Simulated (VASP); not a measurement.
Wanted: an ASE script for a VASP 6.6.1 run.

```
Task                   : single point
Functional             : LDA
Potentials or basis    : VASP PAW LDA potentials, release 64 (Sn_d_GW, O_GW)
Cutoff                 : 550 eV
k mesh                 : 6 × 6 × 8
Occupations            : gaussian, width 0.1 eV
Spin                   : no spin polarisation
Further INCAR settings : ALGO = Normal; EDIFF = 1.00e-06; NBANDS = 35
```

Crystal: SnO2 (Cassiterite).

```
CELL_PARAMETERS angstrom
4.73800 0.00000 0.00000
0.00000 4.73800 0.00000
0.00000 0.00000 3.18650
ATOMIC_POSITIONS crystal
Sn 0.50000 0.50000 0.50000
Sn 0.00000 0.00000 0.00000
O 0.80710 0.19290 0.50000
O 0.69290 0.69290 0.00000
O 0.19290 0.80710 0.50000
O 0.30710 0.30710 0.00000
```

The input as run:

run.py

```python
from ase import Atoms
from ase.calculators.vasp import Vasp
from ase.dft.bandgap import bandgap

atoms = Atoms(
    ['Sn', 'Sn', 'O', 'O', 'O', 'O'],
    cell=[[4.738, 0.0, 0.0], [0.0, 4.738, 0.0], [0.0, 0.0, 3.1865]],
    scaled_positions=[[0.5, 0.5, 0.5], [0.0, 0.0, 0.0], [0.8071, 0.1929, 0.5], [0.6929, 0.6929, 0.0], [0.1929, 0.8071, 0.5], [0.3071, 0.3071, 0.0]],
    pbc=True,
)
calc = Vasp(
    directory='calc',
    xc='lda',
    pp='LDA',
    setups='gw',
    prec='Accurate',
    encut=550,
    ediff=1e-06,
    ismear=0,
    sigma=0.1,
    lreal=False,
    lasph=True,
    nelm=80,
    algo='Normal',
    isif=2,
    lwave=False,
    lcharg=True,
    lelf=True,
    lvhar=True,
    kpts=[6, 6, 8],
    gamma=True,
    nbands=35,
)
atoms.calc = calc

print('energy (eV):', atoms.get_potential_energy())
print('free energy (eV):', atoms.get_potential_energy(force_consistent=True))
print('forces (eV/A):')
print(atoms.get_forces())
print('stress (eV/A^3, Voigt):', atoms.get_stress())
print('Fermi level (eV):', calc.get_fermi_level())
gap, top, bottom = bandgap(calc)
print('band gap (eV):', gap, 'from (spin, k, band)', top, 'to', bottom)
```

Potentials or basis: VASP PAW LDA potentials, release 64 (Sn_d_GW, O_GW).

Launch:

```bash
$ python run.py
```

It gave:

```
Pressure               : -0.7 GPa
Largest force          : 0.164 eV/Å
Band gap on the k mesh : 1.17 eV, direct
```

Caveat: spin-orbit coupling is left out, which moves the levels of the heavy elements.

It took 56 s on 1 thread of Intel(R) Xeon(R) 6975P-C (Granite Rapids), with other jobs on the host, peak memory 0.25 GiB.
